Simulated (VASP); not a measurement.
Input of a VASP 6.6.1 run:

INCAR

```
SYSTEM = InP3
PREC = Accurate ; ENCUT = 520
EDIFF = 1E-6 ; ISMEAR = 0
SIGMA = 0.01 ; LREAL = .FALSE.
LASPH = .TRUE. ; NELM = 100
ALGO = Normal ; ISIF = 2
LWAVE = .FALSE. ; LCHARG = .FALSE.
GGA = PS ; NBANDS = 38
```

File KPOINTS:

```
Automatic mesh
0
G
  3 3 3
  0 0 0
```

File POSCAR:

```
InP3
1.0
    3.7245000000      2.1503410800      3.2950000000
   -3.7245000000      2.1503410800      3.2950000000
    0.0000000000     -4.3006821600      3.2950000000
In P
2 6
Direct
    0.2755000000      0.2755000000      0.2755000000
    0.7245000000      0.7245000000      0.7245000000
    0.7963000000      0.2414000000      0.7963000000
    0.7963000000      0.7963000000      0.2414000000
    0.2414000000      0.7963000000      0.7963000000
    0.2037000000      0.7586000000      0.2037000000
    0.7586000000      0.2037000000      0.2037000000
    0.2037000000      0.2037000000      0.7586000000
```

Potentials or basis: VASP PAW PBE potentials, release 64 (In_d, P).

The run is started by

```console
$ cat potpaw_PBE.64/In_d/POTCAR potpaw_PBE.64/P/POTCAR > POTCAR
$ mpirun -np 1 vasp_std > vasp.out
```

Task: Estimate the largest force.

Result: 0.253 eV/Å.

Task: What does it give for the band gap on the k mesh?

Result: 0.02 eV, indirect (least direct gap 0.45 eV).

Forces on the atoms (eV/Å):
```
In   0.000  0.000  0.013
In   0.000  0.000 -0.013
P   -0.182  0.105 -0.142
P    0.000 -0.210 -0.142
P    0.182  0.105 -0.142
P    0.182 -0.105  0.142
P   -0.182 -0.105  0.142
P    0.000  0.210  0.142
```

Caveat: the PAW data sets were made with another functional, which shifts forces and pressure a little; spin-orbit coupling is left out, which moves the levels of the heavy elements; an odd mesh through Γ misses points on the zone boundary, where band edges often lie.
